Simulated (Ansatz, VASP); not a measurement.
## CaB2 in VASP and in Ansatz

INCAR

```
SYSTEM = CaB2
ALGO     = Normal         ! electronic algorithm
EDIFF    = 1E-6           ! SCF threshold, eV
ENCUT    = 520            ! plane-wave cutoff, eV
GGA      = PS             ! functional
ISIF     = 2              ! what is computed and relaxed
ISMEAR   = 0              ! smearing method
LASPH    = .True.         ! aspherical terms in the spheres
LCHARG   = .False.        ! write CHGCAR
LREAL    = .False.        ! projectors in reciprocal space
LWAVE    = .False.        ! write WAVECAR
NBANDS   = 15             ! bands
NELM     = 100            ! most SCF steps
PREC     = Accurate       ! precision mode
SIGMA    = 0.1            ! smearing width, eV
```

File KPOINTS:

```
k-points
0
Gamma
  15 15 10
  0 0 0
```

POSCAR

```
CaB2
1.0
    3.2911202115      0.0000000000      0.0000000000
   -1.6455601057      2.8501937100      0.0000000000
    0.0000000000      0.0000000000      3.9048996896
Ca B
1 2
Direct
    0.0000000000      0.0000000000      0.0000000000
    0.3333333300      0.6666666700      0.5000000000
    0.6666666700      0.3333333300      0.5000000000
```

Input for Ansatz:

```yaml
crystal:
  lattice:
    - [3.2911202115, 0.0, 0.0]
    - [-1.6455601057, 2.85019371, 0.0]
    - [0.0, 0.0, 3.9048996896]
  atoms:
    - { symbol: Ca, position: [0.0, 0.0, 0.0] }
    - { symbol: B, position: [0.33333333, 0.66666667, 0.5] }
    - { symbol: B, position: [0.66666667, 0.33333333, 0.5] }
basis:
  ecutwfc: 420
kpoints:
  mp_grid: { grid: [15, 15, 10] }
hamiltonian:
  xc: pbesol
scf:
  occupations: { method: gaussian, width: 0.1 }
output:
  forces: true
  stress: true
  eigenvalues: true
```

Alike in both runs: task single point; functional PBEsol; k mesh 15 × 15 × 10; occupations gaussian, width 0.1 eV; no spin polarisation.

```csv
,VASP,Ansatz
version,VASP 6.6.1,Ansatz 0.2.0
potentials or method,"VASP PAW PBE potentials, release 64 (Ca_sv, B)","scalar-relativistic, plane waves, PAW"
plane-wave cutoff (eV),520,420
valence electrons in the cell,16,16
```

VASP gave:

- gap on the k mesh at the Fermi level (eV): none
- pressure (GPa): -3.1
- largest component of the traceless stress (GPa): 9.61

Problem. What did Ansatz give for the same quantities?

Solution. gap on the k mesh at the Fermi level (eV): none; pressure (GPa): -3.5; largest component of the traceless stress (GPa): 9.51.

A gap of «none» marks a metal or a gap that the smearing closes. The functional is the same, so the differences come from potentials, cutoffs and numerics.

Caveats: the PAW data sets were made with another functional, which shifts forces and pressure a little (VASP).
